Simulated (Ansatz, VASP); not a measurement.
Two plane-wave programs on GaN

```
Ga N
1.0
     2.99566    0.00000    0.00000
    -1.49783    2.59432    0.00000
     0.00000    0.00000    2.67573
Ga N
1 1
Direct
  0.66667 0.33333 0.50000
  0.00000 0.00000 0.00000
```

Change from the starting cell: species swapped into the WC type (P-6m2, No. 187).

Alike in both runs: functional PBE; k mesh 6 × 6 × 6; occupations gaussian, width 0.1 eV; no spin polarisation.

Ansatz relaxed the structure, and its values are those at the end. VASP's run is a single point on that final structure, the one shown.

```csv
,VASP,Ansatz
version,VASP 6.6.1,Ansatz 0.2.0
potentials or method,"VASP PAW PBE potentials, release 64 (Ga_d, N)","scalar-relativistic, plane waves, PAW"
plane-wave cutoff (eV),520,420
valence electrons in the cell,18,18
```

|  | VASP | Ansatz | Ansatz less VASP |
| --- | --- | --- | --- |
| gap on the k mesh at the Fermi level (eV) | none | none | - |
| pressure (GPa) | 0.7 | 0.0 | -0.65 |

A gap of «none» marks a metal or a gap that the smearing closes. With one functional, cell and mesh, what is left measures potentials, basis and numerics.

Caveats: the k mesh is coarse (spacing up to 0.40 Å⁻¹), so the values aren't converged.
